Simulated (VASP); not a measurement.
Runs of VASP 6.6.1 on Ti. It takes space group P6_3/mmc (No. 194, hexagonal). Conventional cell: a = 2.950 Å, b = 2.950 Å, c = 4.680 Å, α = 90.00°, β = 90.00°, γ = 120.00°. Ti (site symmetry -6m2) has 12 Ti at 2.89 to 2.95 Å as nearest neighbours. 

| task | level | potentials or basis | cell | k mesh | cutoff (eV) | smearing | ladder | gap on the mesh (eV) | pressure (GPa) | relaxed volume (Å³/atom) |
| --- | --- | --- | --- | --- | --- | --- | --- | --- | --- | --- |
| single point | PBE | VASP PAW PBE potentials, release 54 (Ti_sv) | as given | 10 × 10 × 6 | 520 | gaussian 0.05 eV | - | none | -1.7 | - |
| relaxation of cell and atoms | PBE+D3(BJ) | VASP PAW PBE potentials, release 64 (Ti_sv) | relaxed | 8 × 8 × 6 | 600 | fermi-dirac 0.05 eV | gaps | none | 0.0 | 16.47 |
| single point | PBE | VASP PAW PBE potentials, release 64 (Ti_sv) | as given | 10 × 10 × 6 | 520 | gaussian 0.1 eV | - | none | -1.7 | - |
| single point | PBE | VASP PAW PBE potentials, release 64 (Ti_sv) | as given | 10 × 10 × 6 | 520 | fermi-dirac 0.05 eV | - | none | -1.7 | - |
| optical spectrum | TB-mBJ | VASP PAW PBE potentials, release 64 (Ti_sv) | as given | 10 × 10 × 6 | 520 | methfessel-paxton 0.1 eV | - | none | - | - |
| single point | PBE | VASP PAW PBE potentials, release 64 (Ti_sv_GW) | as given | 10 × 10 × 6 | 550 | gaussian 0.1 eV | - | none | (a) | - |
| relaxation of cell and atoms | r2SCAN | VASP PAW PBE potentials, release 64 (Ti_sv) | relaxed | 8 × 8 × 6 | 600 | fermi-dirac 0.05 eV | gaps | none | 0.0 | 17.36 |
| relaxation of cell and atoms | RPBE | VASP PAW PBE potentials, release 64 (Ti_sv) | relaxed | 10 × 10 × 6 | 600 | methfessel-paxton 0.2 eV | - | none | 0.1 | 17.84 |

Alike in all rows: no spin polarisation.

**Question.** Fill in the values left out.

**Answer.** (a) -2.8.

Caveats: the PAW data sets were made with another functional, which shifts forces and pressure a little (some runs); pairwise dispersion overbinds metals, which lowers pressure and volume (some runs).

A k mesh can miss the band edges.

A gap of «none» marks a metal or a gap under the smearing width.

Not every run made on this cell is shown here.
